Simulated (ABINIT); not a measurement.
The system is NaH.

```
Na H
1.0
     0.00000    2.44000    2.44000
     2.44000    0.00000    2.44000
     2.44000    2.44000    0.00000
Na H
1 1
Direct
  0.00000 0.00000 0.00000
  0.50000 0.50000 0.50000
```

Base run:

```yaml
Program: ABINIT 10.8.3 (patched build)
Functional: PBEsol
Potentials_or_basis: PseudoDojo NC SR PBEsol v0.4.1 standard
Cutoff: 1197 eV
k_mesh: 9 × 9 × 9
Occupations: fermi-dirac, width 0.05 eV
Spin: no spin polarisation
```

Its results: band gap on the k mesh 3.83 eV, indirect (least direct gap 4.55 eV); pressure -1.2 GPa.

**Question.** The run is repeated on the same cell with these changes: functional from PBEsol to PBE; potentials or basis from PseudoDojo NC SR PBEsol v0.4.1 standard to JTH PAW PBE v2.0; cutoff from 1197 eV to 1088 eV. What comes out?

**Answer.** Band gap on the k mesh 4.01 eV, indirect (least direct gap 4.72 eV); pressure -0.5 GPa.

Caveats: an odd mesh through Γ misses points on the zone boundary, where band edges often lie (some runs); the mesh misses the band edges, which the band path finds closer together (some runs).
